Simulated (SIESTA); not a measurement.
**Ge under changes of volume**

One of the cells (22.639 Å³/atom); the others are scaled copies at fixed shape and fractional positions:

```
Ge
1.0
     0.00000    2.82891    2.82891
     2.82891    0.00000    2.82891
     2.82891    2.82891    0.00000
Ge
2
Direct
  0.75000 0.75000 0.75000
  0.50000 0.50000 0.50000
```

| Quantity | Value |
| --- | --- |
| Program | SIESTA 5.4.2 |
| Functional | LDA |
| Potentials or basis | PseudoDojo 0.4 standard (LDA files) |
| Basis | DZP (energy shift 0.003 Ry; two zetas on semicore shells) |
| Grid cutoff | 800 Ry |
| Energy shift | 0.003 Ry |
| k mesh | 8 × 8 × 8 |
| Occupations | fermi-dirac, width 0.05 eV |
| Spin | no spin polarisation |

| volume (Å³/atom) | energy over the lowest point (meV/atom) | pressure (GPa) |
| --- | --- | --- |
| 21.281 | 16.27 | 4.6 |
| 21.733 | 6.11 | 2.7 |
| 22.186 | 0.93 | 1.1 |
| 22.639 | 0.00 | -0.4 |
| 23.092 | 2.99 | -1.7 |
| 23.545 | 9.59 | -2.9 |
| 23.997 | ? | ? |

Q: What does the run at 23.997 Å³/atom give?

A: Energy over the lowest point 19.43 meV/atom; pressure -4.0 GPa.

Worked out: A Birch-Murnaghan fit of order 3 (a polynomial in V^(-2/3)) to the other rows has its minimum at 22.51 Å³/atom with B0 = V·E''(V) = 71 GPa and B' = 4.3. It gives 19.28 meV/atom at 23.997 Å³/atom, against the run's 19.43, and -dE/dV = -4.0 GPa, against -4.0.

Energies are extrapolated to zero smearing.

Caveats: the basis of atomic orbitals isn't converged, which shifts pressures, moduli and gaps.
